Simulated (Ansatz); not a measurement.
Runs of Ansatz 0.2.0 on Se. The structure is cubic, space group Pm-3m (No. 221). The conventional cell has a = 2.811 Å, b = 2.811 Å, c = 2.811 Å, α = 90.00°, β = 90.00°, γ = 90.00°. Se (site symmetry m-3m) is surrounded by 6 Se at 2.81 Å. This isn't the form of Se at room conditions, which is trigonal, of chains.

```csv
level,cutoff (eV),gap on the mesh (eV),pressure (GPa),relaxed volume (Å³/atom)
PBEsol,420,none,0.0,(a)
PBE,420,none,0.0,22.82
BLYP,420,none,0.0,24.74
r2SCAN,500,none,0.0,22.44
LDA,420,none,0.0,(b)
revPBE,420,none,0.0,23.25
RPBE,420,none,0.0,23.43
```

Alike in all rows: task relaxation of cell and atoms; potentials or basis Ansatz PAW; no spin polarisation; cell relaxed; k mesh 9 × 9 × 9; smearing fermi-dirac 0.05 eV.

Estimate the missing entries.

(a) 21.74; (b) 21.33.

Caveats: the plane-wave basis is chosen anew once the cell has moved, so the energies of steps on either side of that aren't comparable; the PAW data sets come from PBE, with cores solved anew for the run's functional, which leaves a small shift of forces and pressure (some runs).

A k mesh can miss the band edges, and the runs leave out spin-orbit coupling on Se.

A gap of «none» marks a metal or a gap under the smearing width.
